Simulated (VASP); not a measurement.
A run of VASP 6.6.1:

POSCAR

```
AlRu
1.0
    2.9916000000      0.0000000000      0.0000000000
    0.0000000000      2.9916000000      0.0000000000
    0.0000000000      0.0000000000      2.9916000000
Ru Al
1 1
Direct
    0.5000000000      0.5000000000      0.5000000000
    0.0000000000      0.0000000000      0.0000000000
```

File INCAR.step1:

```
ALGO = Normal
EDIFF = 1E-7
ENCUT = 600
GGA = PE
ISIF = 2
ISMEAR = -1
LASPH = T
LCHARG = T
LMAXMIX = 4
LREAL = F
LWAVE = F
NBANDS = 12
NELM = 80
PREC = Accurate
SIGMA = 0.05
```

File KPOINTS.step1:

```
k-points
0
Gamma
  9 9 9
```

The input INCAR.step2:

```
ALGO = Normal
EDIFF = 1E-7
ENCUT = 600
GGA = PE
ICHARG = 11
ISIF = 2
ISMEAR = 0
LASPH = T
LCHARG = F
LMAXMIX = 4
LREAL = F
LWAVE = F
NBANDS = 12
NELM = 80
PREC = Accurate
SIGMA = 0.05
```

Contents of KPOINTS.step2:

```
path GXMGRX,MR
15
line-mode
reciprocal
 0.0000000000  0.0000000000  0.0000000000  G
 0.0000000000  0.5000000000  0.0000000000  X

 0.0000000000  0.5000000000  0.0000000000  X
 0.5000000000  0.5000000000  0.0000000000  M

 0.5000000000  0.5000000000  0.0000000000  M
 0.0000000000  0.0000000000  0.0000000000  G

 0.0000000000  0.0000000000  0.0000000000  G
 0.5000000000  0.5000000000  0.5000000000  R

 0.5000000000  0.5000000000  0.5000000000  R
 0.0000000000  0.5000000000  0.0000000000  X

 0.5000000000  0.5000000000  0.0000000000  M
 0.5000000000  0.5000000000  0.5000000000  R
```

Potentials or basis: VASP PAW PBE potentials, release 64 (Ru, Al).

Launch:

```console
$ cat potpaw_PBE.64/Ru/POTCAR potpaw_PBE.64/Al/POTCAR > POTCAR
$ cp INCAR.step1 INCAR
$ cp KPOINTS.step1 KPOINTS
$ mpirun -np 1 vasp_std > vasp.out
$ cp INCAR.step2 INCAR
$ cp KPOINTS.step2 KPOINTS
$ mpirun -np 1 vasp_std > vasp.out
```

Hardware: 1 thread of Intel(R) Xeon(R) 6975P-C (Granite Rapids) (shared host).

Q: Estimate the wall time of this run.

A: Wall time 9.4 s on 1 thread of Intel(R) Xeon(R) 6975P-C (Granite Rapids) (shared host), peak memory 0.16 GiB. Counts: scf iterations 8, k points 90.
